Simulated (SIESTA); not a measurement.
Crystal: Al.

```
Al
1.0
    -1.59122    1.59122    1.59122
     1.59122   -1.59122    1.59122
     1.59122    1.59122   -1.59122
Al
1
Direct
  0.00000 0.00000 0.00000
```

This isn't the form of Al at room conditions, which is fcc.

* Program: SIESTA 5.4.2
* Task: relaxation of cell and atoms
* Functional: PW91
* Potentials or basis: PseudoDojo 0.4 standard (PBE files)
* Basis: DZP (energy shift 0.003 Ry)
* Grid cutoff: 500 Ry
* Energy shift: 0.003 Ry
* k mesh: 12 × 12 × 12
* Occupations: fermi-dirac, width 0.05 eV
* Spin: no spin polarisation

At the start: pressure 5.1 GPa; volume 16.12 Å³/atom.

**Question.** Where does the relaxation end?

**Answer.** Over 4 steps the energy falls by 16.2 meV/atom and the volume is 17.20 Å³/atom (+6.7 %); space group Im-3m (No. 229, to 0.05 Å).

Step by step:
```
step  energy change (eV)  largest force (eV/Å)  pressure (GPa)  volume (Å³)
   1              0.0000                0.0000            5.10        16.12
   2             -0.0007                0.0000            4.99        16.14
   3             -0.0161                0.0000            0.30        17.12
   4             -0.0162                0.0000           -0.04        17.20
```

Final structure:
```cif
data_structure
_symmetry_space_group_name_H-M 'P 1'
_symmetry_Int_Tables_number 1
_cell_length_a 2.8164
_cell_length_b 2.8164
_cell_length_c 2.8164
_cell_angle_alpha 109.471
_cell_angle_beta 109.471
_cell_angle_gamma 109.471
_cell_volume 17.20
loop_
_atom_site_label
_atom_site_type_symbol
_atom_site_fract_x
_atom_site_fract_y
_atom_site_fract_z
_atom_site_occupancy
Al1 Al 0.00000 0.00000 0.00000 1
```

Caveat: the potentials were made for another functional, which shifts forces and pressure; the basis of atomic orbitals isn't converged, which shifts pressures, moduli and gaps.
